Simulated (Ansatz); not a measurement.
## Spin–orbit splittings in CsBr

```xyz
2
Lattice="4.2860 0.0000 0.0000 0.0000 4.2860 0.0000 0.0000 0.0000 4.2860" Properties=species:S:1:pos:R:3 pbc="T T T"
Cs    0.0000    0.0000    0.0000
Br    2.1430    2.1430    2.1430
```

Atoms are numbered in the order listed.

Conventional cell: a = 4.286 Å, b = 4.286 Å, c = 4.286 Å, α = 90.00°, β = 90.00°, γ = 90.00°. Cs (atom 1) is surrounded by 8 Br at 3.71 Å. Br (atom 2) is surrounded by 8 Cs at 3.71 Å.

The cell is COD entry 9008788, as deposited and not checked against the literature; nothing was relaxed. It is an old determination, and later ones may differ.

All numbers are computed: DFT, PBE, all-electron LAPW, scalar-relativistic (Ansatz 0.2.0); DFT, PBE, all-electron LAPW, Dirac equation with spin-orbit coupling (Ansatz 0.2.0).

The runs use a Γ-centred 6×6×6 k mesh, Fermi–Dirac smearing of 0.03 eV, basis error target 0.25 meV/atom, no spin polarisation.

Levels between -4 and 3 eV, each run counted from its own valence-band top. Scalar levels are listed once for both spins; with the coupling every spinor state is counted. Levels near the edges of the range can cross them.

At Γ (0.000, 0.000, 0.000) the scalar-relativistic levels are 0.00 (×3). What are they with spin–orbit coupling?

-0.56 (×2), 0.00 (×4).

At R (0.500, 0.500, 0.500) the scalar-relativistic levels are -1.17 (×3). What are they with spin–orbit coupling?

-1.61 (×2), -1.24 (×4).

At M (0.500, 0.500, 0.000) the scalar-relativistic levels are -0.57 (×2), 0.00. What are they with spin–orbit coupling?

-0.90 (×2), -0.67 (×2), -0.13 (×2).

Without the coupling the gap is 4.53 eV, direct at Γ. And with it?

4.35 eV, direct at Γ.
